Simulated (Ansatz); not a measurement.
Hf:

```xyz
2
Lattice="3.1967 0.0000 0.0000 -1.5983 2.7684 0.0000 0.0000 0.0000 5.0578" Properties=species:S:1:pos:R:3 pbc="T T T"
Hf    1.5984    0.9228    3.7934
Hf    0.0000    1.8456    1.2645
```

```yaml
Program: Ansatz 0.2.0
Task: relaxation of cell and atoms
Functional: PBE
Dispersion: D3(BJ)
Potentials_or_basis: Ansatz PAW
Cutoff: "420 eV (not typed: the program's choice for these potentials)"
k_mesh: 10 × 10 × 5
Occupations: fermi-dirac, width 0.05 eV
Spin: no spin polarisation
```

At the start: volume 22.38 Å³/atom.

Q: How do energy, volume and symmetry change on relaxing?

A: It ends after 4 steps and the volume is 21.81 Å³/atom (-2.5 %); space group P6_3/mmc (No. 194, to 0.05 Å).

Step by step:
| step | energy change (eV) | largest force (eV/Å) | volume (Å³) |
| --- | --- | --- | --- |
| 1 | 0.0000 | 0.0000 | 44.76 |
| 2 | -0.0104 | 0.0000 | 43.67 |
| 3 | -0.0104 | 0.0000 | 43.62 |
| 4 | -0.0101 | 0.0000 | 43.62 |

Final structure:
```
CELL_PARAMETERS angstrom
3.17077 0.00000 0.00000
-1.58539 2.74597 0.00000
0.00000 0.00000 5.00985
ATOMIC_POSITIONS crystal
Hf 0.66667 0.33333 0.75000
Hf 0.33333 0.66667 0.25000
```

Caveat: the plane-wave basis is chosen anew once the cell has moved, so the energies of steps on either side of that aren't comparable.
